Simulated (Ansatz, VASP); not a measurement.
## Two plane-wave programs on BaZrO3

```
Ba Zr O
1.0
     4.19134    0.00000    0.00000
     0.00000    4.19134    0.00000
     0.00000    0.00000    4.19134
Ba Zr O
1 1 3
Direct
  0.00000 0.00000 0.00000
  0.50000 0.50000 0.50000
  0.00000 0.50000 0.50000
  0.50000 0.00000 0.50000
  0.50000 0.50000 0.00000
```

Alike in both runs: task relaxation of cell and atoms; functional PBEsol; k mesh 6 × 6 × 6; occupations gaussian, width 0.02 eV; no spin polarisation.

|  | VASP | Ansatz |
| --- | --- | --- |
| version | VASP 6.6.1 | Ansatz 0.2.0 |
| potentials or method | VASP PAW PBE potentials, release 64 (Ba_sv, Zr_sv, O) | scalar-relativistic, plane waves, PAW |
| plane-wave cutoff (eV) | 600 | 420 |
| valence electrons in the cell | 40 | 40 |

```csv
,VASP,Ansatz,Ansatz less VASP
"gap on the k mesh at the Fermi level, each at its own relaxed structure (eV)",3.11,3.17,+0.063
relaxed volume (Å³/atom),14.71,14.62,-0.087
relaxed cell length with the largest relative difference (Å),4.189,4.181,-0.0083
```

Caveats: the PAW data sets were made with another functional, which shifts forces and pressure a little (VASP); spin-orbit coupling is left out, which moves the levels of the heavy elements. A k mesh can miss the band edges. PBEsol gaps usually lie below the measured ones, often by a third to a half.
